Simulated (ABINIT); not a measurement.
Set up this calculation in ABINIT 10.8.3 (patched build), as the native input.

```
Task                                            : band structure
Functional                                      : PW91
Potentials or basis                             : JTH PAW PBE v2.0
Cutoff                                          : 599 eV
k mesh                                          : 11 × 11 × 3
Occupations                                     : fermi-dirac, width 0.05 eV
Spin                                            : no spin polarisation
Fine-grid cutoff                                : 1197.3 eV
Exchange and correlation inside the PAW spheres : full angular mesh (pawxcdev 0, this build's default; the released program takes 1)
```

Crystal: Re.

```xyz
4
Lattice="2.7664 0.0000 0.0000 -1.3832 2.3958 0.0000 0.0000 0.0000 8.9388" Properties=species:S:1:pos:R:3 pbc="T T T"
Re    1.3832    0.7986    6.7041
Re    0.0000    0.0000    4.4694
Re    0.0000    1.5972    2.2347
Re    0.0000    0.0000    0.0000
```

These files were run (other wordings do the same):

run.abi

```
ndtset 2

pp_dirpath "./"
pseudos "Re.GGA_PBE-JTH.xml"

acell 3*1.0
rprim
     5.2277145291     0.0000000000     0.0000000000
    -2.6138572644     4.5273335859     0.0000000000
     0.0000000000     0.0000000000    16.8919692228
ntypat 1
znucl 75
natom 4
typat 1 1 1 1
xcart
     2.6138572648     1.5091111951    12.6689769171
     0.0000000000     0.0000000000     8.4459846114
    -0.0000000002     3.0182223907     4.2229923057
     0.0000000000     0.0000000000     0.0000000000

ecut 598.650497 eV
pawecutdg 44.0

ixc -109134

occopt 3
tsmear 0.05 eV

nstep 100

iomode 3
prtwf 0
prteig 0
prtebands 0
prtden1 1
prtvha1 1
prtvclmb1 1
prtpot1 1

kptopt1 1
ngkpt1 11 11 3
nshiftk1 1
shiftk1 0.0 0.0 0.0
nband1 36
tolvrs1 1.0e-9

iscf2 -2
getden2 1
nband2 42
nbdbuf2 4
tolwfr2 1.0e-11
kptopt2 -7
ndivsm2 5
prteig2 1
kptbounds2
     0.0000000000     0.0000000000     0.0000000000
     0.5000000000     0.0000000000     0.0000000000
     0.3333333333     0.3333333333     0.0000000000
     0.0000000000     0.0000000000     0.0000000000
     0.0000000000     0.0000000000     0.5000000000
     0.5000000000     0.0000000000     0.5000000000
     0.3333333333     0.3333333333     0.5000000000
     0.0000000000     0.0000000000     0.5000000000
```

Potentials or basis: JTH PAW PBE v2.0.

Run with:

```sh
$ abinit run.abi > log 2>&1
```

It gave:

The pressure is 3.5 GPa and the band gap on the k mesh is none (metal or under the smearing width). The valence electrons inside the program's atomic spheres are Re 12.09, 12.12 (radii [1.1719] Å).

Caveat: the PAW data sets were made with another functional, which shifts forces and pressure a little; spin-orbit coupling is left out, which moves the levels of the heavy elements.

Run time: 4.4 min on 1 thread of Arm Neoverse V1, on a shared host, peak memory 0.26 GiB.
